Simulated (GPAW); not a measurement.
# Hf (Fm-3m) in GPAW: single point with AM05

Aim: the single point of Hf with AM05.

All numbers are computed with GPAW 26.7.0; they aren't measurements. Logs are shortened: lines on timing, memory, paths and dates and some standing lists are left out, and cuts for length are marked. The log counts tension as positive stress, the text compression.

### 1 The structure

Symmetry: Fm-3m, No. 225, cubic system. Conventional cell: a = 4.440 Å, b = 4.440 Å, c = 4.440 Å, α = 90.00°, β = 90.00°, γ = 90.00°. Hf (site symmetry m-3m) has 12 Hf at 3.14 Å as nearest neighbours.

This isn't the form of Hf at room conditions, which is hcp.

### 2 Single point, AM05

run.py

```python
from ase.dft.bandgap import bandgap
from ase.io import read, write
from ase.units import GPa
from gpaw import GPAW, PW, setup_paths

setup_paths.insert(0, '.')

atoms = read('POSCAR')

calc = GPAW(mode=PW(400),
            xc='AM05',
            kpts={'size': (8, 8, 8), 'gamma': True},
            occupations={'name': 'fermi-dirac', 'width': 0.05},
            nbands=14,
            maxiter=120,
            txt='gpaw.txt')
atoms.calc = calc
energy = atoms.get_potential_energy()
forces = atoms.get_forces()
stress = atoms.get_stress()
calc.write('gs.gpw')
write('result.traj', atoms)
print(f'Energy: {energy:.6f} eV')
print('Forces (eV/A):')
print(forces.round(4))
print('Stress (GPa):', (stress / GPa).round(3))
print('Fermi level:', round(calc.get_fermi_level(), 4), 'eV')
print(f'Gap: {bandgap(calc)[0]:.4f} eV, direct: {bandgap(calc, direct=True)[0]:.4f} eV')
```

POSCAR

```
Hf
1.0
    0.0000000000      2.2200000000      2.2200000000
    2.2200000000      0.0000000000      2.2200000000
    2.2200000000      2.2200000000      0.0000000000
Hf
1
Direct
    0.0000000000      0.0000000000      0.0000000000
```

Potentials or basis: PAW data sets generated in the run's folder for this functional, pw.

On the command line:

```console
> gpaw-setup -f AM05 Hf
> OMP_NUM_THREADS=1 python run.py
```

gpaw.txt:

```text
__  _  _
 | _ |_)|_||  |
 |__||  | ||/\| - 26.7.0

Input parameters:
  mode=PW(ecut=400.0),
  kpts=MonkhorstPack(size=(8, 8, 8), gamma=True),
  maxiter=120,
  nbands=14,
  occupations=Occupations(name='fermi-dirac', width=0.05),
  xc=XC(name='AM05')

Diagonalizing LCAO Hamiltonian
Converting LCAO to pw mode

       Hf

Atoms  # Å, Bohr magnetons
|   | symbol |        x |        y |        z |    initial magnetic moments |
|---|--------|----------|----------|----------|-----------------------------|
| 0 |     Hf | 0.000000 | 0.000000 | 0.000000 | ( 0.0000,  0.0000,  0.0000) |

Unit cell  # Å
| periodic |        x |        y |        z |  lengths |    angles |
|----------|----------|----------|----------|----------|-----------|
|      yes | 0.000000 | 2.220000 | 2.220000 | 3.139554 | 60.000000 |
|      yes | 2.220000 | 0.000000 | 2.220000 | 3.139554 | 60.000000 |
|      yes | 2.220000 | 2.220000 | 0.000000 | 3.139554 | 60.000000 |

Number of symmetries: 48
Symmetry operations  # r_c * U_cc + t_c -> r_c
|    | kind |            matrix            |
|----|------|------------------------------|
|  0 |  σ   |  1, 0, 0,  1, 0,-1,  1,-1, 0 |
|  1 |  C2  |  1, 0, 0,  1,-1, 0,  1, 0,-1 |
|  2 |  E   |  1, 0, 0,  0, 1, 0,  0, 0, 1 |
|  3 |  σ   |  1, 0, 0,  0, 0, 1,  0, 1, 0 |
|  4 |  C4  |  1, 0,-1,  1, 0, 0,  1,-1, 0 |
|  5 |  S6  |  1, 0,-1,  1,-1, 0,  1, 0, 0 |
|  6 |  σ   |  1, 0,-1,  0, 1,-1,  0, 0,-1 |
|  7 |  C3  |  1, 0,-1,  0, 0,-1,  0, 1,-1 |
|  8 |  S6  |  1,-1, 0,  1, 0, 0,  1, 0,-1 |
|  9 |  C4  |  1,-1, 0,  1, 0,-1,  1, 0, 0 |
| 10 |  C3  |  1,-1, 0,  0,-1, 1,  0,-1, 0 |
| 11 |  σ   |  1,-1, 0,  0,-1, 0,  0,-1, 1 |
| 12 |  σ   |  0, 1, 0,  1, 0, 0,  0, 0, 1 |
| 13 |  C4  |  0, 1, 0,  0, 1,-1, -1, 1, 0 |
| 14 |  C3  |  0, 1, 0,  0, 0, 1,  1, 0, 0 |
| 15 |  S6  |  0, 1, 0, -1, 1, 0,  0, 1,-1 |
| 16 |  C2  |  0, 1,-1,  1, 0,-1,  0, 0,-1 |
| 17 |  σ   |  0, 1,-1,  0, 1, 0, -1, 1, 0 |
| 18 |  S4  |  0, 1,-1,  0, 0,-1,  1, 0,-1 |
| 19 |  C4  |  0, 1,-1, -1, 1, 0,  0, 1, 0 |
| 20 |  C3  |  0, 0, 1,  1, 0, 0,  0, 1, 0 |
| 21 |  σ   |  0, 0, 1,  0, 1, 0,  1, 0, 0 |
| 22 |  S6  |  0, 0, 1,  0,-1, 1, -1, 0, 1 |
| 23 |  C4  |  0, 0, 1, -1, 0, 1,  0,-1, 1 |
| 24 |  S4  |  0, 0,-1,  1, 0,-1,  0, 1,-1 |
| 25 |  C3  |  0, 0,-1,  0, 1,-1,  1, 0,-1 |
| 26 |  C2  |  0, 0,-1,  0,-1, 0, -1, 0, 0 |
| 27 |  S6  |  0, 0,-1, -1, 0, 0,  0,-1, 0 |
| 28 |  S4  |  0,-1, 1,  1,-1, 0,  0,-1, 0 |
| 29 |  C4  |  0,-1, 1,  0, 0, 1, -1, 0, 1 |
| 30 |  C2  |  0,-1, 1,  0,-1, 0,  1,-1, 0 |
| 31 |  σ   |  0,-1, 1, -1, 0, 1,  0, 0, 1 |
| 32 |  C3  |  0,-1, 0,  1,-1, 0,  0,-1, 1 |
| 33 |  S6  |  0,-1, 0,  0, 0,-1, -1, 0, 0 |
| 34 |  S4  |  0,-1, 0,  0,-1, 1,  1,-1, 0 |
| 35 |  C2  |  0,-1, 0, -1, 0, 0,  0, 0,-1 |
| 36 |  C2  | -1, 1, 0,  0, 1, 0,  0, 1,-1 |
| 37 |  S6  | -1, 1, 0,  0, 1,-1,  0, 1, 0 |
| 38 |  S4  | -1, 1, 0, -1, 0, 1, -1, 0, 0 |
| 39 |  C3  | -1, 1, 0, -1, 0, 0, -1, 0, 1 |
| 40 |  S6  | -1, 0, 1,  0, 0, 1,  0,-1, 1 |
| 41 |  C2  | -1, 0, 1,  0,-1, 1,  0, 0, 1 |
| 42 |  C3  | -1, 0, 1, -1, 1, 0, -1, 0, 0 |
| 43 |  S4  | -1, 0, 1, -1, 0, 0, -1, 1, 0 |
| 44 |  C2  | -1, 0, 0,  0, 0,-1,  0,-1, 0 |
| 45 |  i   | -1, 0, 0,  0,-1, 0,  0, 0,-1 |
| 46 |  σ   | -1, 0, 0, -1, 1, 0, -1, 0, 1 |
| 47 |  C2  | -1, 0, 0, -1, 0, 1, -1, 1, 0 |

BZ-sampling:
  Number of BZ points: 512
  Number of IBZ points: 29

  Monkhorst-Pack size: [8, 8, 8]
  Monkhorst-Pack shift: [0.0625, 0.0625, 0.0625]

K-points  # in reciprocal-cell coordinates
|     |                                coordinates |     weight |
|-----|--------------------------------------------|------------|
|   0 | (  0.00000000,   0.00000000,   0.00000000) | 0.00195312 |
|   1 | (  0.12500000,   0.12500000,   0.00000000) | 0.01171875 |
|   2 | (  0.12500000,   0.12500000,   0.12500000) | 0.01562500 |
|   3 | (  0.25000000,   0.12500000,   0.12500000) | 0.02343750 |
|   4 | (  0.25000000,   0.25000000,   0.00000000) | 0.01171875 |
|   5 | (  0.25000000,   0.25000000,   0.12500000) | 0.04687500 |
|   6 | (  0.25000000,   0.25000000,   0.25000000) | 0.01562500 |
|   7 | (  0.37500000,   0.25000000,  -0.37500000) | 0.04687500 |
|   8 | (  0.37500000,   0.25000000,   0.12500000) | 0.04687500 |
|   9 | (  0.37500000,   0.25000000,   0.25000000) | 0.04687500 |
| ... |                                            |            |
|  28 | (  0.50000000,   0.50000000,   0.50000000) | 0.00781250 |

Plane wave coefficients: 415
Cutoff: 400.0 eV

Spin-components: 1 (collinear spins)
Bands:           14
Projectors:      6
Spin-degeneracy: 2
Datatype:        complex128

Parallelization:
  kpt:    1
  domain: 1
  band:   1

Density:
  Valence electrons: 12.0
  Components: 1
  Grid points: [15 15 15]
  Charge: 0.0  # |e|

Potential:
  Grid points: [15 15 15]

species:
  Hf:
    name:    Hafnium
    Z:       72.0
    valence: 12
    core:    60
    charge:  0.0  # [|e|]
    compensation charges:
      type: gauss
      rc: 0.41  # [Å]
      lmax: 2
    cutoffs:
      filter: 2.36  # [Å]
      core: 4.02  # [Å]
    projectors
    | kind |    occ | energy [eV] | rcut [Å] |
    |------|--------|-------------|----------|
    |   5s |  2.000 |     -66.868 |    1.397 |
    |   6s |  2.000 |      -5.050 |    1.397 |
    |   5p |  6.000 |     -35.616 |    1.307 |
    |   6p |  0.000 |      -1.329 |    1.307 |
    |   5d |  2.000 |      -2.680 |    1.334 |
    |    d |        |      24.531 |    1.334 |

    Using partial waves for Hf as LCAO basis

Reference energy: -409650.594236  # eV

eigensolver:
  PPCG
  Converge bands: occupied
  niter=2

density mixing:
  MSR1-Mixer
  Pratt-step length: 0.05
  Maximum mixing coefficient: 0.75
  Old densities: 10
  SVD Regularization: 0.005
  Good broyden scale: 1.0
  Trust region scale: 1.0
  Backstep threshold: 4.0
  History deletion threshold: 6.0
  Fourier metric: weight=20.0, sigma=0.015

occupation numbers:
  Fermi-Dirac:
    width: 0.0500  # eV

poisson solver:
  ecut: 3200.0  # eV

xc functional:
  name: AM05 with 2 nearest neighbor stencil

convergence criteria:
- Maximum [total energy] change in last 3 cyles: 0.0005 eV / valence electron
- Maximum integral of absolute [dens]ity change: 0.0001 electrons / valence electron
- Maximum integral of absolute [eigenst]ate change: 4e-08 eV^2 / valence electron
maximum number of iterations: 120

SCF iterations
|iter     | |      energy | eigst |  dens |
|---------|-|-------------|-------|-------|
|iter:   1| |   -7.901097 | -0.28 |       |
|iter:   2| |   -7.882359 | -3.13 | -1.29 |
|iter:   3| |   -7.785794 | -2.01 | -1.32 |
|iter:   4| |   -7.788941 | -3.35 | -1.95 |
|iter:   5| |   -7.789863c| -4.69 | -2.38 |
|iter:   6| |   -7.789864c| -6.60 | -3.73 |
|iter:   7| |   -7.789864c| -7.80c| -4.20c|

Converged in 7 steps
Energy contributions relative to reference atoms: (reference = -409650.594236)

Energy contributions:
  Kinetic:           6.924962
  Coulomb:          -6.437923
  Zero:             -0.498608
  External:          0.000000
  Xc:               -7.772071
  Entropy:          -0.012448
  Spinorbit:         0.000000
  ----------------------------
  Free energy:      -7.796088
  Extrapolated:     -7.789864

dipole moment: (-16.117392, -16.117392, -16.117392)  # |e|*Ang

Fermi level: 9.922
Eigenvalues  # (at kpt = [0.000, 0.000, 0.000])
| band index |      eig [eV] | occ [0-2] |
|------------|---------------|-----------|
|          0 |       -51.649 |     2.000 |
|          1 |       -20.070 |     2.000 |
|          2 |       -20.070 |     2.000 |
|          3 |       -20.070 |     2.000 |
|          4 |         2.644 |     2.000 |
|          5 |        11.316 |     0.000 |
|          6 |        11.316 |     0.000 |
|          7 |        11.316 |     0.000 |
|          8 |        14.166 |     0.000 |
|          9 |        14.166 |     0.000 |
|         10 |        21.497 |     0.000 |
|         11 |        25.880 |     0.000 |
|         12 |        25.880 |     0.000 |
|         13 |        25.880 |     0.000 |

No gap
No difference between direct/indirect transitions

Forces  # eV/Ang
|       x |       y |        z |
|---------|---------|----------|
| 0.00000 | 0.00000 | -0.00000 |  # Hf   0

Stress tensor  # eV/Ang^3
|         x |         y |         z |
|-----------|-----------|-----------|
|  0.006478 | -0.000000 |  0.000000 |
| -0.000000 |  0.006478 | -0.000000 |
|  0.000000 | -0.000000 |  0.006478 |

# Writing to gs.gpw (mode='')
```

It took 6.4 s on 1 thread of Intel Xeon 6975P-C (Granite Rapids), shared host; peak memory 0.13 GiB.

These settings aren't checked as converged: the numbers below hold their error.

What came out:

| Property | Result |
| --- | --- |
| Free energy | -7.7961 eV |
| Pressure | -1.0 GPa |
| Band gap on the k mesh | none (metal or under the smearing width) |

Caveat: the cutoff is short for stress and forces, so pressures can be off by a GPa or more.
